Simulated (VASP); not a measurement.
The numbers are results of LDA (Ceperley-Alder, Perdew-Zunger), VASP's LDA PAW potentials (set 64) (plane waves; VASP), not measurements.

VASP input:

### INCAR
```
ISIF = 2   # forces and stress, cell fixed
SIGMA = 0.05   # width (eV)
LWAVE = .FALSE.
LMAXMIX = 4   # l cut-off of mixed one-centre charges
SYSTEM = ZrO2
ALGO = Normal   # blocked Davidson
ISMEAR = 0   # Gaussian
EDIFF = 1E-7   # SCF stop (eV)
LCHARG = .FALSE.
NELM = 100   # most electronic steps
LASPH = .TRUE.
PREC = Accurate
ENCUT = 520
LREAL = .FALSE.
```

### POSCAR
```
ZrO2
5.0822150
  0.0000000000   0.4999999584   0.4999999584
  0.4999999584   0.0000000000   0.4999999584
  0.4999999584   0.4999999584   0.0000000000
Zr O
1 2
Cartesian
  0.0000000000   0.0000000000   0.0000000000
  0.2499999792   0.2499999792   0.2499999792
  0.7499999376   0.7499999376   0.7499999376
```

### KPOINTS
```
Automatic mesh
0
Gamma
8 8 8
0 0 0
```

POTCAR, in this order: Zr_sv O (LDA.64 set). Program: vasp_std.

The run wrote:

**OSZICAR**
```
       N       E                     dE             d eps       ncg     rms          rms(c)
DAV:   1     0.190415158791E+03    0.19042E+03   -0.14905E+04   928   0.156E+03
DAV:   2    -0.297966977374E+02   -0.22021E+03   -0.21729E+03  1192   0.389E+02
DAV:   3    -0.373791513881E+02   -0.75825E+01   -0.75764E+01  1368   0.732E+01
DAV:   4    -0.375342617231E+02   -0.15511E+00   -0.15509E+00  1272   0.859E+00
DAV:   5    -0.375366023841E+02   -0.23407E-02   -0.23406E-02  1272   0.829E-01    0.254E+01
DAV:   6    -0.315378532462E+02    0.59987E+01   -0.35641E+01  1032   0.459E+01    0.105E+01
DAV:   7    -0.314108563031E+02    0.12700E+00   -0.14918E+00  1248   0.101E+01    0.658E+00
DAV:   8    -0.313453720289E+02    0.65484E-01   -0.18170E-01  1216   0.424E+00    0.417E-01
DAV:   9    -0.313448717669E+02    0.50026E-03   -0.13388E-02  1312   0.883E-01    0.331E-01
DAV:  10    -0.313448923930E+02   -0.20626E-04   -0.35733E-03  1168   0.609E-01    0.127E-01
DAV:  11    -0.313448891966E+02    0.31964E-05   -0.11088E-03  1168   0.280E-01    0.106E-01
DAV:  12    -0.313448415202E+02    0.47676E-04   -0.24526E-04  1112   0.119E-01    0.311E-03
DAV:  13    -0.313448418356E+02   -0.31539E-06   -0.37684E-06  1056   0.183E-02    0.186E-03
DAV:  14    -0.313448418383E+02   -0.26776E-08   -0.55274E-07  1120   0.493E-03
   1 F= -.31344842E+02 E0= -.31344842E+02  d E =-.125260E-10
```

**OUTCAR**
```
------------------------ aborting loop because EDIFF is reached ----------------------------------------
  FORCE on cell =-STRESS in cart. coord.  units (eV):
  Direction    XX          YY          ZZ          XY          YZ          ZX
  --------------------------------------------------------------------------------------
  Total       -1.5613773     -1.5613773     -1.5613773      0.0000000     -0.0000000      0.0000000
  in kB      -76.2288613    -76.2288613    -76.2288613      0.0000000     -0.0000000      0.0000000
  external PRESSURE =     -76.2288613 kB  Pullay stress =       0.0000000 kB
  volume of cell :       32.82
      direct lattice vectors                 reciprocal lattice vectors
     0.000000000  2.541107289  2.541107289    -0.196764616  0.196764616  0.196764616
     2.541107289  0.000000000  2.541107289     0.196764616 -0.196764616  0.196764616
     2.541107289  2.541107289  0.000000000     0.196764616  0.196764616 -0.196764616
 POSITION                                       TOTAL-FORCE (eV/Angst)
 -----------------------------------------------------------------------------------
      0.00000      0.00000      0.00000        -0.000000     -0.000000     -0.000000
      1.27055      1.27055      1.27055         0.000000      0.000000      0.000000
      3.81166      3.81166      3.81166        -0.000000     -0.000000     -0.000000
 -----------------------------------------------------------------------------------
    total drift:                                0.000000      0.000000      0.000000
  FREE ENERGIE OF THE ION-ELECTRON SYSTEM (eV)
  ---------------------------------------------------
  free  energy   TOTEN  =       -31.3448418383 eV

  energy  without entropy=      -31.3448418383  energy(sigma->0) =      -31.34484184
```
(Selected blocks of OUTCAR.)

The compound is ZrO2 in the fluorite structure, the high-temperature cubic form, which is unstable at 0 K; the monoclinic form is the stable one. This cell is one point of a volume scan, at 1.03 of the reference volume.
